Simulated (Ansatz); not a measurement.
Here is an Ansatz 0.2.0 calculation.

File input.yaml:

```yaml
crystal:
  lattice:
    - [0.0, 3.059, 3.059]
    - [3.059, 0.0, 3.059]
    - [3.059, 3.059, 0.0]
  atoms:
    - { symbol: Sb, position: [0.75, 0.75, 0.75] }
    - { symbol: Ga, position: [0.0, 0.0, 0.0] }
kpoints:
  mp_grid: { grid: [8, 8, 8] }
  band_path:
    path:
      - [0.0, 0.0, 0.0]
      - [0.5, 0.0, 0.5]
      - [0.5, 0.25, 0.75]
      - [0.375, 0.375, 0.75]
      - [0.0, 0.0, 0.0]
      - [0.5, 0.5, 0.5]
      - [0.625, 0.25, 0.625]
      - [0.5, 0.25, 0.75]
    npoints: 6
scf:
  occupations: { method: fermi_dirac, width: 0.05 }
hamiltonian:
  xc: pbesol
  pseudopotentials:
    kind: all_electron
    lapw: { basis_error: 0.001 }
    dirac_shells: { Ga: ["3p"], Sb: ["3p", "3d"] }
output:
  forces: true
  stress: true
  eigenvalues: true
```

Potentials or basis: all-electron LAPW, inner shells corrected to Dirac's equation.

Launch:

```sh
$ ansatz run input.yaml --threads 1 --pin off --max-ram 3072MiB --backend cpu --events-out ev --progress --plain --runs-dir out
```

Estimate the pressure.

-0.1 GPa.

What does it give for the band gap along the path?

None (metal or under the smearing width).

Levels at the corners of the path, in eV from the Fermi level:
```
point  band 18  band 19  band 20  band 21  band 22  band 23  band 24  band 25  band 26  band 27
    Γ   -14.99   -11.56    -0.07    -0.05    -0.05    -0.05     2.72     2.72     2.72     5.58
    X   -14.99    -9.11    -6.87    -2.63    -2.63     0.80     1.11     8.64     8.64     9.94
    W   -14.99    -9.06    -6.73    -3.42    -3.20     3.61     4.20     4.32     4.65     9.84
    K   -14.99    -9.17    -6.69    -3.69    -2.25     1.29     3.78     6.52     6.76     7.44
    Γ   -14.99   -11.56    -0.07    -0.05    -0.05    -0.05     2.72     2.72     2.72     5.58
    L   -14.99    -9.93    -6.44    -1.21    -1.21     0.30     3.68     3.68     6.28     9.20
    U   -14.99    -9.17    -6.69    -3.69    -2.25     1.29     3.78     6.52     6.76     7.44
    W   -14.99    -9.06    -6.73    -3.42    -3.20     3.61     4.20     4.32     4.65     9.84
```

Caveat: spin-orbit coupling is left out, which moves the levels of the heavy elements.

**Experimental background.**

From a printed reference work, data compilation, for a bulk crystal of GaSb at 4.2 K: band gap 0.811 eV (direct).

Against the measured gap of GaSb, 0.811 eV (direct; 4.2 K; a printed reference work, data compilation), the calculated 0.00 eV is off by -0.81 eV. Spin-orbit coupling on Ga, Sb is left out. The value is that of PBEsol, without temperature or zero-point motion. Semilocal functionals fall short of measured gaps as a rule.
